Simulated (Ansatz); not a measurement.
Bi:

```
CELL_PARAMETERS angstrom
3.23838 0.00000 0.00000
0.00000 3.22164 0.00000
-0.08045 0.00000 6.44389
ATOMIC_POSITIONS crystal
Bi 0.54425 0.00000 0.74958
Bi 0.45575 0.00000 0.25042
```

This isn't the form of Bi at room conditions, which is rhombohedral.

- Program: Ansatz 0.2.0
- Task: single point
- Functional: PBEsol
- Potentials or basis: Ansatz PAW
- Cutoff: 420 eV (not typed: the program's choice for these potentials)
- k mesh: 8 × 8 × 4
- Occupations: fermi-dirac, width 0.05 eV
- Spin: no spin polarisation

On this cell: pressure -0.5 GPa; largest force 0.013 eV/Å; band gap on the k mesh none (metal or under the smearing width).

The same run follows on a disturbed copy (atoms moved at random, drawn with an rms of 0.05 Å):

```
Bi
1.0
     3.23838    0.00000    0.00000
     0.00000    3.22164    0.00000
    -0.08045    0.00000    6.44389
Bi
2
Cartesian
  1.7380 0.0023 4.8347
  1.4650 0.0410 1.5556
```

Q: What does the disturbed cell give?

A: The energy (extrapolated to zero smearing) moves by +0.2 meV/atom; pressure -0.4 GPa; largest force 0.047 eV/Å; band gap on the k mesh none (metal or under the smearing width).

Forces in eV/Å, atoms in the order of the input:
```
Bi  -0.005  0.001 -0.046
Bi   0.005 -0.001  0.046
```

Stress tensor (GPa, compression positive):
```
-0.54  0.01  0.04
 0.01  0.14 -0.01
 0.04 -0.01 -0.85
```

Caveats: spin-orbit coupling is left out, which moves the levels of the heavy elements; the PAW data sets come from PBE, with cores solved anew for the run's functional, which leaves a small shift of forces and pressure.
